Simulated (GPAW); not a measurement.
The system is AgCl (Chlorargyrite).

```
Ag Cl
1.0
     0.00000    2.73500    2.73500
     2.73500    0.00000    2.73500
     2.73500    2.73500    0.00000
Ag Cl
1 1
Direct
  0.00000 0.00000 0.00000
  0.50000 0.50000 0.50000
```

Program: GPAW 26.7.0. Alike in all runs: no spin polarisation; cell as given; k mesh 8 × 8 × 8; cutoff (eV) 600; smearing fermi-dirac 0.05 eV.

**Question.** Order these runs on this cell by their band gap on the k mesh, lowest first.
A. level TB-mBJ; potentials or basis GPAW PAW data sets for LDA (gpaw-data 1.2.1), pw
B. level r2SCAN; potentials or basis GPAW PAW data sets (gpaw-data 1.2.1), pw; band path GXWKGLUWLK,UX; band points 60
C. level LDA; potentials or basis the program's PAW data sets (release 1.2.1) made for this functional, pw; band path GXWKGLUWLK,UX; band points 60

**Answer.** C (0.60 eV), B (1.43 eV), A (2.84 eV).

Caveats: a model potential gives levels but no total energy (some runs).

A k mesh can miss the band edges.
